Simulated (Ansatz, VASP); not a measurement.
Given: the input of a run of Ansatz 0.2.0 on BaTe.

input.yaml

```yaml
crystal:
  lattice:
    - [0.0, 3.41, 3.41]
    - [3.41, 0.0, 3.41]
    - [3.41, 3.41, 0.0]
  atoms:
    - { symbol: Ba, position: [0.0, 0.0, 0.0] }
    - { symbol: Te, position: [0.5, 0.5, 0.5] }
kpoints:
  mp_grid: { grid: [7, 7, 7] }
scf:
  occupations: { method: gaussian, width: 0.1 }
hamiltonian:
  xc: rpbe
  pseudopotentials: { kind: all_electron, lapw: { basis_error: 0.001 } }
output:
  forces: true
  stress: true
  eigenvalues: true
```

Potentials or basis: all-electron LAPW, scalar-relativistic.

Run with:

```bash
$ ansatz run input.yaml --threads 1 --pin off --max-ram 3072MiB --backend cpu --events-out ev --progress --plain --runs-dir out
```

Problem. Translate it to VASP 6.6.1. Potentials there: VASP PAW PBE potentials, release 64 (Ba_sv, Te).

Solution. As run (the cutoff follows the program's own potentials):

INCAR

```
SYSTEM = BaTe
ALGO = Normal
EDIFF = 1E-6
ENCUT = 520
GGA = RP
ISIF = 2
ISMEAR = 0
LASPH = .TRUE.
LCHARG = .FALSE.
LREAL = .FALSE.
LWAVE = .FALSE.
NBANDS = 15
NELM = 80
PREC = Accurate
SIGMA = 0.1
```

The input KPOINTS:

```
k-points
0
G
  7 7 7
  0 0 0
```

Contents of POSCAR:

```
BaTe
1.0
    0.0000000000      3.4100000000      3.4100000000
    3.4100000000      0.0000000000      3.4100000000
    3.4100000000      3.4100000000      0.0000000000
Ba Te
1 1
Direct
    0.0000000000      0.0000000000      0.0000000000
    0.5000000000      0.5000000000      0.5000000000
```

Potentials or basis: VASP PAW PBE potentials, release 64 (Ba_sv, Te).

Command:

```sh
$ cat potpaw_PBE.64/Ba_sv/POTCAR potpaw_PBE.64/Te/POTCAR > POTCAR
$ mpirun -np 1 vasp_std > vasp.out
```

Both were run:

|  | VASP | Ansatz | Ansatz less VASP |
| --- | --- | --- | --- |
| gap on the k mesh at the Fermi level (eV) | 1.49 | 1.59 | +0.100 |
| least direct gap on the mesh (eV) | 1.87 | 1.93 | +0.062 |
| pressure (GPa) | 5.6 | 5.2 | -0.42 |

Ansatz ran all-electron here, so the differences hold the error of VASP's frozen core and of both bases.

Caveats: spin-orbit coupling is left out, which moves the levels of the heavy elements; an odd mesh through Γ misses points on the zone boundary, where band edges often lie; the PAW data sets were made with another functional, which shifts forces and pressure a little (VASP).
